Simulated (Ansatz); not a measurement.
Set up this calculation in Ansatz 0.2.0, as the native input.

* Task: band structure
* Functional: PBEsol
* Potentials or basis: Ansatz PAW
* Cutoff: 420 eV (not typed: the program's choice for these potentials)
* k mesh: 9 × 9 × 5
* Occupations: fermi-dirac, width 0.05 eV
* Spin: no spin polarisation
* Path: [["G", "M", "K", "G", "A", "L", "H", "A"], ["L", "M"], ["K", "H"]]
* Points for each segment of the path: 14

HfC:

```
CELL_PARAMETERS angstrom
3.34287 0.00000 0.00000
-1.67143 2.89501 0.00000
0.00000 0.00000 5.20271
ATOMIC_POSITIONS crystal
Hf 0.33333 0.66667 0.25000
Hf 0.66667 0.33333 0.75000
C 0.00000 0.00000 0.50000
C 0.00000 0.00000 0.00000
```

The cell comes from a database or a generator and needn't be the stable form of this composition.

One way to write it, as run:

input.yaml

```yaml
crystal:
  lattice:
    - [3.3428660531, 0.0, 0.0]
    - [-1.6714330265, 2.8950069234, 0.0]
    - [0.0, 0.0, 5.202714]
  atoms:
    - { symbol: Hf, position: [0.3333333333, 0.6666666667, 0.25] }
    - { symbol: Hf, position: [0.6666666667, 0.3333333333, 0.75] }
    - { symbol: C, position: [0.0, 0.0, 0.5] }
    - { symbol: C, position: [0.0, 0.0, 0.0] }
hamiltonian:
  xc: pbesol
  pseudopotentials: { kind: paw }
kpoints:
  mp_grid: { grid: [9, 9, 5] }
  band_path:
    path:
      - [[0.0, 0.0, 0.0], [0.5, 0.0, 0.0], [0.3333333333, 0.3333333333, 0.0], [0.0, 0.0, 0.0], [0.0, 0.0, 0.5], [0.5, 0.0, 0.5], [0.3333333333, 0.3333333333, 0.5], [0.0, 0.0, 0.5]]
      - [[0.5, 0.0, 0.5], [0.5, 0.0, 0.0]]
      - [[0.3333333333, 0.3333333333, 0.0], [0.3333333333, 0.3333333333, 0.5]]
    npoints: 14
scf:
  occupations: { method: fermi_dirac, width: 0.05 }
  n_extra_bands: 10
output:
  forces: true
  stress: true
  eigenvalues: true
  fatbands: true
```

Potentials or basis: Ansatz PAW.

Command:

```bash
$ ansatz run input.yaml --threads 2 --pin off --max-ram 5632MiB --backend cpu --events-out ev --progress --plain --runs-dir out
```

It gave:

```yaml
Pressure: -7.4 GPa
Band_gap_on_the_k_mesh: none (metal or under the smearing width)
```

Caveat: spin-orbit coupling is left out, which moves the levels of the heavy elements; the PAW data sets come from PBE, with cores solved anew for the run's functional, which leaves a small shift of forces and pressure.

It took 7.6 s on 2 threads of Arm Neoverse V1, on a shared host, peak memory 0.38 GiB.
